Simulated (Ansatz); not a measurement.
Crystal: CdO (Monteponite).

```
CELL_PARAMETERS angstrom
0.00000 2.34950 2.34950
2.34950 0.00000 2.34950
2.34950 2.34950 0.00000
ATOMIC_POSITIONS crystal
Cd 0.00000 0.00000 0.00000
O 0.50000 0.50000 0.50000
```

Base run:

| Property | Result |
| --- | --- |
| Program | Ansatz 0.2.0 |
| Functional | revPBE |
| Potentials or basis | Ansatz PAW |
| Cutoff | 420 eV (not typed: the program's choice for these potentials) |
| k mesh | 10 × 10 × 10 |
| Occupations | fermi-dirac, width 0.05 eV |
| Spin | no spin polarisation |

Its results: band gap on the k mesh none (metal or under the smearing width); pressure 9.4 GPa.

Task: After a change of settings the same cell gave: band gap on the k mesh none (metal or under the smearing width); pressure 11.8 GPa. Which change was it?
A. functional from revPBE to HSE03; k mesh from 10 × 10 × 10 to 5 × 5 × 5
B. functional from revPBE to PBE; occupations from fermi-dirac, width 0.05 eV to gaussian, width 0.012 eV
C. functional from revPBE to BLYP
D. functional from revPBE to PBEsol

Result: C.

Caveats: the PAW data sets come from PBE, with cores solved anew for the run's functional, which leaves a small shift of forces and pressure; this crystal is a semiconductor, whose small gap the functional closes, so the metal is an error of the method.
